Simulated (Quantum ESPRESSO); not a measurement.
# Ru (P6_3/mmc) in Quantum ESPRESSO: reference runs

Reference runs on Ru: the cell as given.

Program: Quantum ESPRESSO 7.5. These are calculated values, not measurements. Logs are shortened: lines on timing, memory, paths and dates and some standing lists are left out, and cuts for length are marked.

### Step 1. The crystal as given

Symmetry: P6_3/mmc, No. 194, hexagonal system. The conventional cell has a = 2.706 Å, b = 2.706 Å, c = 4.282 Å, α = 90.00°, β = 90.00°, γ = 120.00°. Around Ru (site symmetry -6m2) lie 12 Ru at 2.65 to 2.71 Å.

### Step 2. Single point, PBEsol

The input, pw.in:

```
&CONTROL
  calculation = 'scf'
  prefix = 'pwscf'
  outdir = './tmp'
  pseudo_dir = './pseudo'
  tprnfor = .true.
  tstress = .true.
  disk_io = 'low'
/
&SYSTEM
  ibrav = 0
  celldm(1) = 8
  nat = 2
  ntyp = 1
  ecutwfc = 45
  ecutrho = 360
  nbnd = 24
  occupations = 'smearing'
  smearing = 'fd'
  degauss = 0.00367493
/
&ELECTRONS
  conv_thr = 4d-10
  electron_maxstep = 120
  mixing_beta = 0.5
/
ATOMIC_SPECIES
Ru   101.0700 ru_pbesol_v1.2.uspp.F.UPF
CELL_PARAMETERS alat
  0.6391526185016   0.0000000000000   0.0000000000000
 -0.3195763092508   0.5535224045272   0.0000000000000
  0.0000000000000   0.0000000000000   1.0114522866294
ATOMIC_POSITIONS crystal
Ru     0.6666666667    0.3333333333    0.7500000000
Ru     0.3333333333    0.6666666667    0.2500000000
K_POINTS automatic
11 11 6 0 0 0
```

The input, pp_density.in:

```
&INPUTPP
  prefix = 'pwscf'
  outdir = './tmp'
  filplot = 'density.dat'
  plot_num = 0
/
&PLOT
  nfile = 1
  filepp(1) = 'density.dat'
  iflag = 3
  output_format = 6
  fileout = 'density.cube'
/
```

The input, pp_potential.in:

```
&INPUTPP
  prefix = 'pwscf'
  outdir = './tmp'
  filplot = 'potential.dat'
  plot_num = 11
/
&PLOT
  nfile = 1
  filepp(1) = 'potential.dat'
  iflag = 3
  output_format = 6
  fileout = 'potential.cube'
/
```

Potentials or basis: GBRV 1.5 PBEsol.

Started as:

```
OMP_NUM_THREADS=1 mpirun -n 2 pw.x -nk 2 -in pw.in > pw.out
OMP_NUM_THREADS=1 mpirun -n 1 pp.x -in pp_density.in > pp_density.out
OMP_NUM_THREADS=1 mpirun -n 1 pp.x -in pp_potential.in > pp_potential.out
```

pw.out:

```text
This program is part of the open-source Quantum ESPRESSO suite
     for quantum simulation of materials; please cite
[... 13 lines left out ...]
     --------------------
     sticks:   dense  smooth     PW     G-vecs:    dense   smooth      PW
     Sum         649     313    109                21145     7415    1387

     Using Slab Decomposition

     bravais-lattice index     =            0
     lattice parameter (alat)  =       8.0000  a.u.
     unit-cell volume          =     183.2125 (a.u.)^3
     number of atoms/cell      =            2
     number of atomic types    =            1
     number of electrons       =        32.00
     number of Kohn-Sham states=           24
     kinetic-energy cutoff     =      45.0000  Ry
     charge density cutoff     =     360.0000  Ry
     scf convergence threshold =      4.0E-10
     mixing beta               =       0.5000
     number of iterations used =            8  plain     mixing
     Exchange-correlation= SLA  PW   PSX  PSC
                           (   1   4  10   8   0   0   0)

     celldm(1)=   8.000000  celldm(2)=   0.000000  celldm(3)=   0.000000
     celldm(4)=   0.000000  celldm(5)=   0.000000  celldm(6)=   0.000000

     crystal axes: (cart. coord. in units of alat)
               a(1) = (   0.639153   0.000000   0.000000 )
               a(2) = (  -0.319576   0.553522   0.000000 )
               a(3) = (   0.000000   0.000000   1.011452 )

     reciprocal axes: (cart. coord. in units 2 pi/alat)
               b(1) = (  1.564572  0.903306 -0.000000 )
               b(2) = (  0.000000  1.806612  0.000000 )
               b(3) = (  0.000000 -0.000000  0.988677 )

     PseudoPot. # 1 for Ru read from file:
     ru_pbesol_v1.2.uspp.F.UPF
     Pseudo is Ultrasoft + core correction, Zval = 16.0
     Generated by new atomic code, or converted to UPF format
     Using radial grid of  967 points,  6 beta functions with:
                l(1) =   0
                l(2) =   0
                l(3) =   1
                l(4) =   1
                l(5) =   2
                l(6) =   2
     Q(r) pseudized with  8 coefficients,  rinner =    1.300   1.300   1.300
                                                       1.300   1.300

     atomic species   valence    mass     pseudopotential
     Ru               16.00   101.07000     Ru( 1.00)

     24 Sym. Ops., with inversion, found (12 have fractional translation)

   Cartesian axes

     site n.     atom                  positions (alat units)
         1        Ru     tau(   1) = (   0.3195763   0.1845075   0.7585892  )
         2        Ru     tau(   2) = (  -0.0000000   0.3690149   0.2528631  )

     number of k points=    64  Fermi-Dirac smearing, width (Ry)=  0.0037
                       cart. coord. in units 2pi/alat
        k(    1) = (   0.0000000   0.0000000   0.0000000), wk =   0.0027548
        k(    2) = (   0.0000000   0.0000000   0.1647796), wk =   0.0055096
        k(    3) = (   0.0000000   0.0000000   0.3295591), wk =   0.0055096
        k(    4) = (   0.0000000   0.0000000  -0.4943387), wk =   0.0027548
        k(    5) = (   0.0000000   0.1642374   0.0000000), wk =   0.0165289
        k(    6) = (   0.0000000   0.1642374   0.1647796), wk =   0.0330579
[... 56 lines left out ...]
        k(   63) = (   0.4267013   0.9033058   0.3295591), wk =   0.0330579
        k(   64) = (   0.4267013   0.9033058  -0.4943387), wk =   0.0165289

     Dense  grid:    21145 G-vectors     FFT dimensions: (  32,  32,  50)

     Smooth grid:     7415 G-vectors     FFT dimensions: (  24,  24,  36)

     Check: negative core charge=   -0.000001

     Initial potential from superposition of free atoms

     starting charge      30.0000, renormalised to      32.0000

     negative rho (up, down):  1.473E-01 0.000E+00
     Starting wfcs are   26 randomized atomic wfcs

     Self-consistent Calculation

     iteration #  1     ecut=    45.00 Ry     beta= 0.50
     Davidson diagonalization with overlap
     ethr =  1.00E-02,  avg # of iterations =  4.8

     negative rho (up, down):  1.436E-01 0.000E+00

     total energy              =    -387.90529353 Ry
     estimated scf accuracy    <       2.50687100 Ry

     iteration #  2     ecut=    45.00 Ry     beta= 0.50
     Davidson diagonalization with overlap
     ethr =  7.83E-03,  avg # of iterations =  2.0

     negative rho (up, down):  1.444E-01 0.000E+00

     total energy              =    -388.48732312 Ry
     estimated scf accuracy    <       0.02586448 Ry

     iteration #  3     ecut=    45.00 Ry     beta= 0.50
     Davidson diagonalization with overlap
     ethr =  8.08E-05,  avg # of iterations =  3.4

     negative rho (up, down):  1.439E-01 0.000E+00

     total energy              =    -388.49286223 Ry
     estimated scf accuracy    <       0.00054142 Ry

     iteration #  4     ecut=    45.00 Ry     beta= 0.50
     Davidson diagonalization with overlap
     ethr =  1.69E-06,  avg # of iterations =  4.8

     negative rho (up, down):  1.437E-01 0.000E+00

     total energy              =    -388.49293373 Ry
     estimated scf accuracy    <       0.00000710 Ry

     iteration #  5     ecut=    45.00 Ry     beta= 0.50
     Davidson diagonalization with overlap
     ethr =  2.22E-08,  avg # of iterations =  4.0

     negative rho (up, down):  1.434E-01 0.000E+00

     total energy              =    -388.49293754 Ry
     estimated scf accuracy    <       0.00000090 Ry

     iteration #  6     ecut=    45.00 Ry     beta= 0.50
     Davidson diagonalization with overlap
     ethr =  2.81E-09,  avg # of iterations =  2.0

     negative rho (up, down):  1.434E-01 0.000E+00

     total energy              =    -388.49293763 Ry
     estimated scf accuracy    <       0.00000007 Ry

     iteration #  7     ecut=    45.00 Ry     beta= 0.50
     Davidson diagonalization with overlap
     ethr =  2.21E-10,  avg # of iterations =  2.0

     negative rho (up, down):  1.434E-01 0.000E+00

     total energy              =    -388.49293765 Ry
     estimated scf accuracy    <          1.6E-09 Ry

     iteration #  8     ecut=    45.00 Ry     beta= 0.50
     Davidson diagonalization with overlap
     ethr =  5.11E-12,  avg # of iterations =  2.4

     negative rho (up, down):  1.434E-01 0.000E+00

     End of self-consistent calculation

          k = 0.0000 0.0000 0.0000 (   965 PWs)   bands (ev):

   -49.4723 -49.2667 -19.9788 -19.0383 -19.0383 -18.8670 -18.8670 -18.8258
    15.5514  17.3743  21.0093  21.0093  21.1836  21.6952  21.6952  22.2250
    22.2250  24.8118  24.8118  24.8389  33.8761  38.3894  40.8575  41.5179

          k = 0.0000 0.0000 0.1648 (   941 PWs)   bands (ev):

   -49.4587 -49.2806 -19.9049 -19.0269 -19.0269 -18.9067 -18.8786 -18.8786
    15.8590  17.4723  20.8581  20.8581  21.0340  21.5202  21.5202  22.6193
    22.6193  23.8862  24.8192  24.8192  35.1498  37.8913  40.7295  41.9432

          k = 0.0000 0.0000 0.3296 (   953 PWs)   bands (ev):

   -49.4215 -49.3187 -19.7008 -19.1249 -18.9957 -18.9957 -18.9101 -18.9101
    16.6680  17.6570  20.7366  20.7366  20.7402  21.1535  21.1535  22.1060
    23.4012  23.4012  24.6693  24.6693  37.5851  37.7326  39.5907  43.0320

          k = 0.0000 0.0000-0.4943 (   954 PWs)   bands (ev):

   -49.3703 -49.3703 -19.4163 -19.4163 -18.9530 -18.9530 -18.9530 -18.9530
    17.4917  17.4917  20.8439  20.8439  20.8439  20.8439  20.8699  20.8699
    24.1704  24.1704  24.1704  24.1704  37.9427  37.9427  41.4274  41.4274

          k = 0.0000 0.1642 0.0000 (   949 PWs)   bands (ev):

   -49.4602 -49.2620 -19.9505 -19.0980 -19.0584 -18.9289 -18.8752 -18.8390
    15.8544  17.6036  20.5458  21.2578  21.5192  21.6311  21.8895  21.9239
    22.0415  23.1550  24.9247  26.9440  33.8287  38.8970  41.2018  41.9366

          k = 0.0000 0.1642 0.1648 (   947 PWs)   bands (ev):

   -49.4471 -49.2755 -19.8818 -19.0842 -19.0463 -18.9788 -18.8876 -18.8780
    16.1497  17.7133  20.5396  21.0572  21.1239  21.2533  21.7318  22.4455
    22.5103  22.9675  24.9036  26.2361  35.1439  38.4089  41.0873  42.1692

          k = 0.0000 0.1642 0.3296 (   952 PWs)   bands (ev):

   -49.4112 -49.3121 -19.6924 -19.1639 -19.0447 -19.0130 -18.9343 -18.9214
    16.9345  17.9318  20.5008  20.6444  20.7132  20.9238  21.3607  21.9722
    23.3293  23.4637  24.6910  25.2372  37.7028  38.0818  40.0052  42.8908

          k = 0.0000 0.1642-0.4943 (   952 PWs)   bands (ev):

   -49.3619 -49.3619 -19.4295 -19.4295 -18.9912 -18.9912 -18.9673 -18.9673
    17.7703  17.7703  20.2419  20.2419  21.0409  21.0409  21.1095  21.1095
    24.1347  24.1347  24.3711  24.3711  38.3198  38.3198  41.5170  41.5170

          k = 0.0000 0.3285 0.0000 (   933 PWs)   bands (ev):

   -49.4272 -49.2502 -19.8702 -19.2585 -19.1105 -19.0915 -18.8990 -18.8786
    16.6652  18.0989  20.0290  20.7345  21.2645  21.6219  21.9697  22.2516
    22.3889  22.5743  25.1543  29.2386  33.6768  39.3586  41.4238  42.1162

          k = 0.0000 0.3285 0.1648 (   949 PWs)   bands (ev):

   -49.4155 -49.2622 -19.8197 -19.2359 -19.1428 -19.0965 -18.9133 -18.9042
    16.9011  18.2397  20.0818  20.4388  20.9890  21.4140  22.0370  22.2668
    22.5679  22.8854  25.0702  28.0750  35.1503  39.2207  41.0123  41.5059

          k = 0.0000 0.3285 0.3296 (   941 PWs)   bands (ev):

   -49.3834 -49.2949 -19.6807 -19.2958 -19.1597 -19.0582 -18.9738 -18.9524
    17.5371  18.5639  19.7480  20.2205  20.5458  21.3615  21.6909  21.9410
    23.2759  23.7116  24.7301  26.3372  37.6079  39.0807  40.6100  41.4425

          k = 0.0000 0.3285-0.4943 (   936 PWs)   bands (ev):

   -49.3393 -49.3393 -19.4888 -19.4888 -19.0680 -19.0680 -19.0055 -19.0055
    18.3339  18.3339  19.6918  19.6918  21.0238  21.0238  21.5637  21.5637
    24.0859  24.0859  24.8787  24.8787  39.0122  39.0122  41.1283  41.1283
[... 267 lines left out ...]
   -49.2816 -49.2327 -19.6541 -19.5420 -19.4365 -19.3762 -19.2021 -19.1641
    18.1444  18.9180  19.1455  19.8884  20.4742  21.2491  22.2117  23.9761
    25.1379  25.1785  28.3002  32.0795  32.7905  35.6048  36.8977  39.2240

          k = 0.4267 0.7391 0.1648 (   936 PWs)   bands (ev):

   -49.2783 -49.2359 -19.6604 -19.6518 -19.4350 -19.3206 -19.2073 -19.0960
    18.2244  18.9421  19.3185  19.4707  20.9871  21.0084  22.1495  23.9952
    24.5430  25.3286  28.5548  31.9331  33.3261  34.6254  37.7880  38.9806

          k = 0.4267 0.7391 0.3296 (   927 PWs)   bands (ev):

   -49.2693 -49.2448 -19.7435 -19.7094 -19.4500 -19.3156 -19.1194 -19.0257
    18.3731  18.7349  19.4770  19.7918  20.5917  21.2706  22.0869  23.1886
    24.5276  25.4492  29.0432  30.9655  34.5777  34.7343  37.1819  37.4739

          k = 0.4267 0.7391-0.4943 (   930 PWs)   bands (ev):

   -49.2570 -49.2570 -19.7592 -19.7592 -19.3889 -19.3889 -19.0319 -19.0319
    18.5131  18.5131  19.8183  19.8183  20.8651  20.8651  22.3298  22.3298
    25.1382  25.1382  29.8027  29.8027  35.7958  35.7958  36.1480  36.1480

          k = 0.4267 0.9033 0.0000 (   934 PWs)   bands (ev):

   -49.2621 -49.2411 -19.6686 -19.4832 -19.4675 -19.3536 -19.2513 -19.2368
    18.0221  19.0144  19.2011  20.0440  20.6004  20.9664  22.4498  24.4746
    24.8782  25.0981  29.8299  30.5614  31.9540  36.9162  38.2388  39.2238

          k = 0.4267 0.9033 0.1648 (   933 PWs)   bands (ev):

   -49.2606 -49.2424 -19.6773 -19.5716 -19.5445 -19.2871 -19.2310 -19.1453
    18.1711  19.0804  19.1653  19.7894  20.6797  21.0572  22.4045  24.4268
    24.5286  24.9789  30.2265  30.6992  32.4873  36.1961  36.6985  38.4604

          k = 0.4267 0.9033 0.3296 (   927 PWs)   bands (ev):

   -49.2567 -49.2462 -19.7343 -19.6914 -19.5251 -19.3548 -19.0943 -19.0483
    18.4469  19.0369  19.3267  19.5474  20.7396  21.1050  22.3641  23.2365
    24.6861  25.0432  30.9257  31.0725  33.7717  35.0965  35.2784  37.0291

          k = 0.4267 0.9033-0.4943 (   930 PWs)   bands (ev):

   -49.2514 -49.2514 -19.7519 -19.7519 -19.4436 -19.4436 -19.0264 -19.0264
    18.7019  18.7019  19.6079  19.6079  20.8723  20.8723  22.5142  22.5142
    24.9057  24.9057  31.3360  31.3360  34.4396  34.4396  35.5921  35.5921

     the Fermi energy is    23.5447 ev

!    total energy              =    -388.49293765 Ry
     estimated scf accuracy    <          2.0E-10 Ry
     smearing contrib. (-TS)   =      -0.00123490 Ry
     internal energy E=F+TS    =    -388.49170275 Ry

     The total energy is F=E-TS. E is the sum of the following terms:
     one-electron contribution =     -65.12513016 Ry
     hartree contribution      =      56.14944662 Ry
     xc contribution           =     -51.53160632 Ry
     ewald contribution        =    -327.98441288 Ry

     convergence has been achieved in   8 iterations

     negative rho (up, down):  1.434E-01 0.000E+00

     Forces acting on atoms (cartesian axes, Ry/au):

     atom    1 type  1   force =    -0.00000000   -0.00000000    0.00000000
     atom    2 type  1   force =     0.00000000    0.00000000    0.00000000

     Total force =     0.000000     Total SCF correction =     0.000000

     Computing stress (Cartesian axis) and pressure

     negative rho (up, down):  1.434E-01 0.000E+00
          total   stress  (Ry/bohr**3)                   (kbar)     P=      -67.25
  -0.00044404   0.00000000   0.00000000          -65.32        0.00        0.00
  -0.00000000  -0.00044404   0.00000000           -0.00      -65.32        0.00
  -0.00000000   0.00000000  -0.00048338           -0.00        0.00      -71.11

=------------------------------------------------------------------------------=
   JOB DONE.
=------------------------------------------------------------------------------=
```

It took 12 s on 2 MPI ranks of Intel Xeon Platinum 8488C (Sapphire Rapids), shared host; peak memory 0.18 GiB.

Results:

| Property | Result |
| --- | --- |
| Free energy | -5285.7157 eV |
| Pressure | -6.7 GPa |
| Band gap on the k mesh | none (metal or under the smearing width) |
